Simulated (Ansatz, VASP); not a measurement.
## CaSe: VASP beside Ansatz

The input POSCAR:

```
CaSe
1.0
    0.0000000000      3.2795613661      3.2795613661
    3.2795613661      0.0000000000      3.2795613661
    3.2795613661      3.2795613661      0.0000000000
Ca Se
1 1
Direct
    0.0000000000      0.0000000000      0.0000000000
    0.2500000000      0.2500000000      0.2500000000
```

File INCAR.step1:

```
ALGO = Normal
EDIFF = 1E-5
ENCUT = 520
GGA = PE
ISIF = 2
ISMEAR = 0
LASPH = T
LCHARG = F
LREAL = F
LWAVE = T
NBANDS = 15
NELM = 100
PREC = Accurate
SIGMA = 0.01
```

INCAR.step2

```
ALGO = Normal
EDIFF = 1E-6
ENCUT = 520
GGA = PE
HFSCREEN = 0.2079
ISIF = 2
ISMEAR = 0
ISTART = 1
LASPH = T
LCHARG = F
LHFCALC = T
LREAL = F
LWAVE = F
NBANDS = 15
NELM = 100
PREC = Accurate
PRECFOCK = Normal
SIGMA = 0.01
```

Contents of KPOINTS:

```
k-points
0
Gamma
  4 4 4
```

Input for Ansatz:

```yaml
crystal:
  lattice:
    - [0.0, 3.2795613661, 3.2795613661]
    - [3.2795613661, 0.0, 3.2795613661]
    - [3.2795613661, 3.2795613661, 0.0]
  atoms:
    - { symbol: Ca, position: [0.0, 0.0, 0.0] }
    - { symbol: Se, position: [0.25, 0.25, 0.25] }
kpoints:
  mp_grid: { grid: [4, 4, 4] }
hamiltonian:
  xc: hse06
scf:
  occupations: { method: fixed }
  n_extra_bands: 4
output:
  forces: true
  stress: true
  eigenvalues: true
```

The cell was built by a generator and needn't be a form met in nature.

Alike in both runs: task single point; functional HSE06; k mesh 4 × 4 × 4; no spin polarisation.

|  | VASP | Ansatz |
| --- | --- | --- |
| version | VASP 6.6.1 | Ansatz 0.2.0 |
| potentials or method | VASP PAW PBE potentials, release 64 (Ca_sv, Se) | plane waves, PAW |
| plane-wave cutoff (eV) | 520 | 420 |
| occupations | gaussian, width 0.01 eV | fixed |
| valence electrons in the cell | 16 | 26 |

```tsv
	VASP	Ansatz	Ansatz less VASP
gap on the k mesh at the Fermi level (eV)	4.09	4.09	+0.002
pressure (GPa)	0.3	0.3	-0.03
```

The two sets of potentials don't hold the same shells in valence. Ansatz warned: «stress_exchange_threshold_loose».

Caveats: the PAW data sets were made with another functional, which shifts forces and pressure a little (VASP). A k mesh can miss the band edges.
